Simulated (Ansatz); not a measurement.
## Equation of state of Sr

```
Sr
1.0
     4.31000    0.00000    0.00000
    -2.15500    3.73257    0.00000
     0.00000    0.00000    7.05000
Sr
2
Direct
  0.33333 0.66667 0.25000
  0.66667 0.33333 0.75000
```

The cell is COD entry 1540836, as deposited and not checked against the literature; nothing was relaxed.

All numbers are computed: DFT, PBE, all-electron LAPW, scalar-relativistic (Ansatz 0.2.0); DFT, PBE, PAW with Ansatz's default frozen-core files, scalar-relativistic (Ansatz 0.2.0).

For LAPW: a Γ-centred 10×10×5 k mesh, Fermi–Dirac smearing of 0.08 eV, basis error target 1 meV/atom, no spin polarisation. PAW takes a cutoff of 420 eV at this cell. The Ansatz runs share mesh, smearing and spin set-up. Plane-wave (PAW) pressures include the program's estimate of the Pulay term.

The cell above is scaled evenly, with fractional coordinates and shape held.

| V/V(cell) | V (Å³/atom) | P, LAPW (GPa) | P, PAW (GPa) |
| --- | --- | --- | --- |
| 0.9600 | 54.440 | 0.19 | 0.18 |
| 0.9800 | 55.574 | -0.06 | -0.06 |
| 1.0000 | 56.708 | -0.28 | -0.28 |
| 1.0200 | 57.842 | -0.49 | -0.49 |
| 1.0400 | 58.976 | -0.68 | -0.68 |

(1) What do Birch–Murnaghan fits to the pressures give?

Answers

(1) LAPW: V0 = 55.30 Å³/atom, B0 = 12 GPa, B0′ = 3.0; PAW: V0 = 55.30 Å³/atom, B0 = 12 GPa, B0′ = 3.0.
